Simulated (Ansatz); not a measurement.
Computed with DFT PBE, scalar-relativistic, plane waves, PAW (Ansatz 0.2.0). Settings: cutoff 420 eV, Γ-centred meshes spaced at most about 0.3 Å⁻¹, and about 0.25 Å⁻¹ or finer for metals (2π included), Gaussian smearing. No spin polarisation.

Temperature and zero-point effects are left out.

Compare these two cells of Zr₂Si₃, each relaxed at this level.

A.

```yaml
crystal:
  lattice:
    - [1.98787, 1.14769, 6.54720]
    - [-1.98787, 1.14769, 6.54720]
    - [0.00000, -2.29539, 6.54720]
  atoms:
    - { symbol: Zr, position: [0.41069, 0.41069, 0.41069] }
    - { symbol: Zr, position: [0.58931, 0.58931, 0.58931] }
    - { symbol: Si, position: [0.00000, 0.00000, 0.00000] }
    - { symbol: Si, position: [0.16998, 0.16998, 0.16998] }
    - { symbol: Si, position: [0.83002, 0.83002, 0.83002] }
```

B.

```yaml
crystal:
  lattice:
    - [3.73186, 0.00000, 0.00000]
    - [0.00000, 3.73186, 0.00000]
    - [0.00000, 0.00000, 6.57906]
  atoms:
    - { symbol: Zr, position: [0.50000, 0.00000, 0.34741] }
    - { symbol: Zr, position: [0.00000, 0.50000, 0.65259] }
    - { symbol: Si, position: [0.00000, 0.50000, 0.23157] }
    - { symbol: Si, position: [0.50000, 0.00000, 0.76843] }
    - { symbol: Si, position: [0.50000, 0.50000, 0.00000] }
```

Task: Which form is favoured at zero pressure, and by what margin per atom?

Result: They are level within the accuracy (3 meV/atom apart, with B the lower in these runs). A has space group R-3m (No. 166), 17.9 Å³/atom and no gap on its mesh; B has space group P-4m2 (No. 115), 18.3 Å³/atom and no gap. Counting Si atoms around Zr (those within 1.25 times the shortest such distance or 1.15 times the sum of covalent radii, 1.27 where that leaves under three), A has Zr 9 and B has Zr 7. A and B both hold Si–Si nets. In A, around Zr lie 9 Si at 2.75–2.93 Å; Si on a site of symmetry -3m is surrounded by 6 Zr at 2.75 Å; Si on a site of symmetry 3m is surrounded by 3 Si at 2.30 Å and 6 Zr at 2.85–2.93 Å. In B, Zr is surrounded by 5 Si at 2.75–2.77 Å, 2 Si at 2.95 Å and 4 Zr at 3.32 Å; around Si on a site of symmetry 2mm lie 2 Si at 2.41 Å and 5 Zr at 2.75–2.77 Å; around Si on a site of symmetry -4m2 lie 4 Si at 2.41 Å and 4 Zr at 2.95 Å. Both come from invented guesses. The lowest form computed isn't among them: it has space group P-3m1 (No. 164), 18.8 Å³/atom and lies 169 meV/atom below the best shown.

The k mesh leaves some 4 meV/atom of noise in the energy of each metallic cell. Cells relaxed within their symmetry can be saddle points. Some structure types and database cells were kept out of the candidates from the start, so a known form may be missing.
